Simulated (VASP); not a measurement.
**InP: relaxation of cell and atoms with PBE**

InP:

```xyz
2
Lattice="0.0000 2.9305 2.9305 2.9305 0.0000 2.9305 2.9305 2.9305 0.0000" Properties=species:S:1:pos:R:3 pbc="T T T"
In    0.0000    0.0000    0.0000
P     1.4652    1.4652    1.4652
```

- Program: VASP 6.6.1
- Task: relaxation of cell and atoms
- Functional: PBE
- Potentials or basis: VASP PAW PBE potentials, release 64 (In_d, P)
- Cutoff: 600 eV
- k mesh: 8 × 8 × 8
- Occupations: gaussian, width 0.03 eV
- Spin: no spin polarisation
- Further INCAR settings: ALGO = Normal; EDIFF = 1e-06; IBRION = 2; EDIFFG = -0.01; NSW = 90; ISIF = 3

```yaml
Relaxed_volume: 26.44 Å³/atom
Relaxed_cell: a = 4.213 Å, b = 4.213 Å, c = 4.213 Å, α = 60.00°, β = 60.00°, γ = 60.00°
Space_group_after_relaxing_to_0.05_Å: F-43m (No. 216)
Energy_gained_by_relaxing: 12.5 meV/atom
Ionic_steps: 3
Pressure_after_relaxing: 0.0 GPa
Band_gap_on_the_k_mesh: 0.44 eV, direct
```

The path:
```tsv
step	energy change (eV)	largest force (eV/Å)	pressure (GPa)	volume (Å³)
1	0.0000	0.0000	3.30	50.33
2	-0.0192	0.0000	-1.39	54.20
3	-0.0251	0.0000	0.01	52.88
```

Final structure:
```
In P
1.0
     0.00000    2.97915    2.97915
     2.97915    0.00000    2.97915
     2.97915    2.97915    0.00000
In P
1 1
Direct
  0.00000 0.00000 0.00000
  0.25000 0.25000 0.25000
```

Levels at points of the mesh, in eV from the valence-band top:
```tsv
k point	band 6	band 7	band 8	band 9	band 10	band 11	band 12	band 13
(0.00, 0.00, 0.00)	-11.19	0.00	0.00	0.00	0.44	4.09	4.09	4.09
(0.50, 0.00, 0.00)	-9.62	-5.48	-0.90	-0.90	1.38	4.80	4.80	6.99
(0.50, 0.50, 0.00)	-9.03	-5.54	-2.16	-2.16	1.84	2.26	8.91	9.26
```

Run time: 46 s on 1 thread of AMD EPYC 9R45 (Zen 5) (shared host), peak memory 0.19 GiB.

Caveat: spin-orbit coupling is left out, which moves the levels of the heavy elements. Zero-point motion and thermal expansion aren't in these numbers.
